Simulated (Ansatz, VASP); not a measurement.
**Br in VASP and in Ansatz**

```xyz
3
Lattice="4.5976 0.0000 0.0000 0.0000 4.5976 0.0000 0.0000 0.0000 4.5976" Properties=species:S:1:pos:R:3 pbc="T T T"
Br    2.2982   -0.0193    0.0086
Br    0.0151    2.3043   -0.0072
Br   -0.0144    0.0138    2.2973
```

Alike in both runs: task single point; functional LDA; k mesh 3 × 3 × 3; occupations methfessel-paxton of order 1, width 0.05 eV; no spin polarisation.

|  | VASP | Ansatz |
| --- | --- | --- |
| version | VASP 6.6.1 | Ansatz 0.2.0 |
| potentials or method | VASP PAW LDA potentials, release 64 (Br) | plane waves, PAW |
| plane-wave cutoff (eV) | 520 | 470 |
| valence electrons in the cell | 21 | 21 |

|  | VASP | Ansatz | Ansatz less VASP |
| --- | --- | --- | --- |
| rms of the force components (eV/Å) | 0.020 | 0.020 | -0.0003 |

Atom by atom the forces differ by 0.000 eV/Å (rms over components).

Caveats: the k mesh is coarse (spacing up to 0.46 Å⁻¹), so the values aren't converged; an odd number of electrons without spin polarisation forces a metal; a magnetic or distorted state may lie lower.
